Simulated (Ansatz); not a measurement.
# How the conductance of NiSi2/ZnS/CoSi2 changes with thickness, part 5 of 6

How fast does the current through NiSi2/ZnS/CoSi2 fall with each added layer? The lower electrode is NiSi2 fluorite(111), the upper one CoSi2 fluorite(111); the barrier is ZnS wurtzite(0001) (whole bilayers). In the first transport cell, after relaxation, the nearest pair of electrode and barrier is Si–S at 2.33 Å, along the normal, at the lower face and Si–Zn at 2.50 Å, along the normal, at the upper one. All share a net of side 3.84 Å, which strains the lower electrode by +0.0 %, the upper one by +1.3 % and the barrier by -0.3 %, against typed lattice constants near PBE's. The first steps treat the bulk electrodes alone.

Ansatz 0.2.0; PBE DFT, plane waves, PAW files (the session's first sound run).

So far, transmission at the Fermi level (a spin, zone mean): step 5 (T(E) of the junction) 0.0149. Also channels of the lower lead: step 5 1.16.

## Step 6: Conductance, 55 atoms

Level of this step: PBE DFT, plane waves, PAW files; ballistic transmission by layer matching between semi-infinite leads (Ansatz).

The conductance needs T(E) within ten thermal energies of the Fermi level, on steps under 1.5 kT, and a finer mesh (24×24), since the current can rest on few wavevectors.

Input file input.yaml:

```yaml
crystal:
  lattice:
    - [3.84, 0.0, 0.0]
    - [-1.92, 3.3255375505, 0.0]
    - [0.0, 0.0, 73.2881084232]
  atoms:
    - { symbol: Si, position: [0.0, 0.0, 0.0955134489] }
    - { symbol: Si, position: [0.66666667, 0.33333333, 0.1168227351] }
    - { symbol: Ni, position: [0.0, 0.0, 0.1277455797] }
    - { symbol: Si, position: [0.33333333, 0.66666667, 0.1386684243] }
    - { symbol: Si, position: [0.0, 0.0, 0.1599777105] }
    - { symbol: Ni, position: [0.33333333, 0.66666667, 0.1709005551] }
    - { symbol: Si, position: [0.66666667, 0.33333333, 0.1818233997] }
    - { symbol: Si, position: [0.33333333, 0.66666667, 0.2031326859] }
    - { symbol: Ni, position: [0.66666667, 0.33333333, 0.2140555305] }
    - { symbol: Si, position: [0.0, 0.0, 0.2249783751] }
    - { symbol: Si, position: [0.66666667, 0.33333333, 0.2462876613] }
    - { symbol: Ni, position: [0.0, 0.0, 0.2572105059] }
    - { symbol: Si, position: [0.33333333, 0.66666667, 0.2681333505] }
    - { symbol: Si, position: [0.0, 0.0, 0.2894426367] }
    - { symbol: Ni, position: [0.33333333, 0.66666667, 0.3003654813] }
    - { symbol: Si, position: [0.66666667, 0.33333333, 0.3112883259] }
    - { symbol: Si, position: [0.33333333, 0.66666667, 0.3325976121] }
    - { symbol: Ni, position: [0.66666667, 0.33333333, 0.3435204567] }
    - { symbol: Si, position: [0.0, 0.0, 0.3544433014] }
    - { symbol: Si, position: [0.66666667, 0.33333333, 0.3757525875] }
    - { symbol: Ni, position: [0.0, 0.0, 0.3866754321] }
    - { symbol: Si, position: [0.33333333, 0.66666667, 0.3975982768] }
    - { symbol: Si, position: [0.0, 0.0, 0.4189075629] }
    - { symbol: Ni, position: [0.33333333, 0.66666667, 0.4298304075] }
    - { symbol: Si, position: [0.66666667, 0.33333333, 0.4412833847] }
    - { symbol: S, position: [0.66666667, 0.33333333, 0.4730656724] }
    - { symbol: Zn, position: [0.0, 0.0, 0.4841979067] }
    - { symbol: S, position: [0.0, 0.0, 0.5161631131] }
    - { symbol: Zn, position: [0.66666667, 0.33333333, 0.5277362865] }
    - { symbol: Si, position: [0.66666667, 0.33333333, 0.5617968831] }
    - { symbol: Co, position: [0.0, 0.0, 0.5698598997] }
    - { symbol: Si, position: [0.33333333, 0.66666667, 0.5800427931] }
    - { symbol: Si, position: [0.0, 0.0, 0.6015053377] }
    - { symbol: Co, position: [0.33333333, 0.66666667, 0.6116882311] }
    - { symbol: Si, position: [0.66666667, 0.33333333, 0.6218711245] }
    - { symbol: Si, position: [0.33333333, 0.66666667, 0.6433336691] }
    - { symbol: Co, position: [0.66666667, 0.33333333, 0.6535165625] }
    - { symbol: Si, position: [0.0, 0.0, 0.6636994559] }
    - { symbol: Si, position: [0.66666667, 0.33333333, 0.6851620005] }
    - { symbol: Co, position: [0.0, 0.0, 0.695344894] }
    - { symbol: Si, position: [0.33333333, 0.66666667, 0.7055277874] }
    - { symbol: Si, position: [0.0, 0.0, 0.726990332] }
    - { symbol: Co, position: [0.33333333, 0.66666667, 0.7371732254] }
    - { symbol: Si, position: [0.66666667, 0.33333333, 0.7473561188] }
    - { symbol: Si, position: [0.33333333, 0.66666667, 0.7688186634] }
    - { symbol: Co, position: [0.66666667, 0.33333333, 0.7790015568] }
    - { symbol: Si, position: [0.0, 0.0, 0.7891844502] }
    - { symbol: Si, position: [0.66666667, 0.33333333, 0.8106469948] }
    - { symbol: Co, position: [0.0, 0.0, 0.8208298882] }
    - { symbol: Si, position: [0.33333333, 0.66666667, 0.8310127817] }
    - { symbol: Si, position: [0.0, 0.0, 0.8524753262] }
    - { symbol: Co, position: [0.33333333, 0.66666667, 0.8626582197] }
    - { symbol: Si, position: [0.66666667, 0.33333333, 0.8728411131] }
    - { symbol: Si, position: [0.33333333, 0.66666667, 0.8943036577] }
    - { symbol: Co, position: [0.66666667, 0.33333333, 0.9044865511] }
kpoints:
  mp_grid: { grid: [8, 8, 1] }
scf:
  occupations: { method: fermi_dirac, width: 0.1 }
  max_iter: 150
hamiltonian:
  xc: pbe
output:
  transmission:
    kmesh: [24, 24]
    e_range: [-0.26, 0.27]
    de: 0.0375
    leads: [[10, 13], [41, 44]]
```

Started as:

```sh
$ ansatz run input.yaml --threads 8 --pin off --max-ram 24576MiB --backend cpu --events-out ev --progress --plain --runs-dir out
```

Numbers of over 12 decimals in the logs are rounded to 6 here.

Output:

```text
[...]
Crystal: 55 atoms, lattice volume = 935.894 Å³
Basis set: ecut = 420 eV, 18245 PW (Γ)
Bands: 290, of which v1, the nominal top of the filled ones, is band 235 counted from 1 (234 counted from 0)
Symmetry: 6 space group operations
[...]
k-points: 10 of 64 (time reversal used)
[...]
SCF iter   1: F=—  HF=-122932.510104 eV  |F-HF|=—  |Δ(HF+E_count)|=         —  Δρ=1.42e-2  dr2=6.24e1  ethr=1.77e-3  ⟨swp⟩=9.0  Hψ=14713  notcnv=0  defer=134
[...]
SCF iter  13: F=-122932.177308 eV  HF=-122932.177308 eV  |F-HF|=3.01e-8  |Δ(HF+E_count)|=   4.70e-8  Δρ=1.61e-6  dr2=3.43e-8  ethr=2.13e-11  ⟨swp⟩=20.0  Hψ=12020  notcnv=0
SCF 1 converged in 13 iterations: F = -122932.177308 eV  dr2 = 3.43e-8
[...]
transmission: 320 of 3172 steps passed
transmission: 640 of 3172 steps passed
[...]
transmission: 3172 of 3172 steps passed
SCF converged after 13 iterations
Free energy (F): -122932.177308 eV
[...]
Internal energy: -122931.582966 eV  (E = F + TS)
E sigma→0 (E₀):  -122931.880137 eV
Entropy (-TS):   -0.594342 eV (-10.806 meV/atom)
Fermi energy:    8.879191 eV
[...]
--- Band table (eV; the first three rows and the last of 10) ---
  k-point 0: bands = [... 231 lower, 10.1238, 10.1295, 10.2805, 10.2934, 10.2934, 10.4260, 10.5293, 10.5293, ... 51 higher]
  k-point 1: bands = [... 231 lower, 9.7185, 9.7623, 9.7864, 9.8172, 9.9502, 10.0039, 10.1598, 10.2091, ... 51 higher]
  k-point 2: bands = [... 231 lower, 8.8372, 8.9668, 9.0066, 9.0926, 9.2800, 9.3054, 9.3284, 9.5360, ... 51 higher]
  k-point 9: bands = [... 231 lower, 8.1682, 8.2885, 8.2954, 8.3689, 8.3997, 8.4159, 8.4419, 8.5983, ... 51 higher]
--- Transmission ---
  basis      : 109 plane waves across, 52 finite elements along
  points     : 61, standing for a mesh of 24 x 24
  filling    : by the input's occupations and mesh, since the crystals that have channels conduct as metals do. If one of these is a semiconductor, that mesh has misplaced its level
[...]
filled         : 21.0 meV under the level at which it is neutral
    channels       : 1.060764e0 a spin
    conductance    : 6.3037e14 S/m² at 300 K; may be off by some 0.0 % by where its bands' edges are placed, 5.6 % from the k-mesh, 1.1 % from the distance to neutral
    slowest decay  : 0.0358 /Å at (0.2083, 0.1667)
[...]
filled         : 9.4 meV over the level at which it is neutral
    channels       : 1.369792e0 a spin
[...]
slowest decay  : 0.1096 /Å at (0.4167, 0.0833)
  junction   : crystal 0 to crystal 1, 20.43 to 52.49 Å
    transmission   : 1.974292e-2 a spin
    conductance    : 1.1901e13 S/m² at 300 K (1.0291e13 on every other point, 1.1994e13 on every other energy)
    error estimate : 0.8 % from the energy spacing and 1.0 % from band edges of the leads and from resonances (wavevectors taken as independent; lower de), 19.8 % from the k-mesh, 7.8 % from the steps of its leads' Hamiltonians or their offsets (lay more layers), 0.2 % from the distance to neutral
    resistance     : 8.2617e-2 Ω µm² beyond half of each lead's own
```

The job ended after 3.3 min (8 threads of Arm Neoverse V2, shared host; peak memory 9.5 GiB).

Numbers from this step:

```
transmission at the Fermi level (a spin, zone mean) : 0.01974
channels of the lower lead                          : 1.061
channels of the upper lead                          : 1.370
ballistic conductance of the lower lead             : 6.30e14 S/m²
ballistic conductance of the upper lead             : 8.08e14 S/m²
junction conductance                                : 1.19e13 S/m²
error estimates by source, in the log's order       : 0.8, 1, 19.8, 7.8, 0.2 %
resistance-area product beyond the leads            : 0.08262 Ω um²
```

One spin. Table of transmission, zone mean by energy, zero at the Fermi level:

```
energy (eV)  transmission, zone mean
     -0.260                   0.0215
     -0.223                   0.0236
     -0.185                   0.0226
     -0.147                   0.0235
     -0.110                   0.0245
     -0.072                   0.0214
     -0.035                   0.0179
      0.003                   0.0197
      0.040                   0.0207
      0.077                   0.0183
      0.115                   0.0187
      0.152                   0.0195
      0.190                   0.0202
      0.228                   0.0240
      0.265                   0.0209
```

One spin. The open channels, zone mean by energy, zero at the Fermi level:

```
energy (eV)  lower lead  upper lead
     -0.260       0.821        1.60
     -0.223       0.852        1.55
     -0.185       0.915        1.47
     -0.147       0.946        1.45
     -0.110        1.01        1.42
     -0.072        1.03        1.39
     -0.035        1.03        1.35
      0.003        1.06        1.37
      0.040        1.06        1.28
      0.077        1.08        1.23
      0.115        1.13        1.21
      0.152        1.15        1.20
      0.190        1.19        1.20
      0.228        1.26        1.17
      0.265        1.28        1.14
```

Transmission over k1 and k2. At 0.0025 eV from the Fermi level.

Ten even steps from '_' (0.000) to '@' (0.157):
```
________________________________________________
________________________________________________
________________________________________________
____________....__....__________________________
____________....++++....________________________
________......::::..::::......__________________
________....::**==@@@@==**::....________________
__________++::==##==__==##==::++________________
________..++..@@============@@..++..____________
________....::@@__==------==__@@::....__________
__________..::======--____--======::..__________
____________..**##==--______--==##**..__________
____________..::======--____--======::..________
____________....::@@__==------==__@@::....______
______________..++..@@============@@..++..______
__________________++::==##==__==##==::++________
__________________....::**==@@@@==**::....______
____________________......::::..::::......______
__________________________....++++....__________
____________________________....__....__________
________________________________________________
________________________________________________
________________________________________________
________________________________________________
```
Columns: k1 (b1) from -0.5 to 0.458; rows upwards: k2 (b2) from -0.5 to 0.458.

G = 1.2e13 S/m² (1/G = 0.0840 Ω µm²). The largest error estimate is 20 %, from the mesh across the current. In the worse lead the potential repeats within 9.7 meV, which the program lets pass, though it still puts 7.8 % of error on the junction's conductance through them. By hand, Landauer's formula with T at one energy: G = (e²/h) ΣT / A = 3.874e-5 S × 0.0395 / 12.77 Å² = 1.2e13 S/m², with T summed over both spins. The printed value averages T over the Fermi window and is 0.99 times this.

(Continued in part 6 of 6.)

[Logs are printed without paths, hosts, clocks, repeated set-up lines and the standing remarks that a program may print on its own settings, such as how far it seeks lower states.]

[Hosts, paths, dates, database ids (printed as entryN), source tags and the programs' standing remarks are cut or masked in the printed files.]
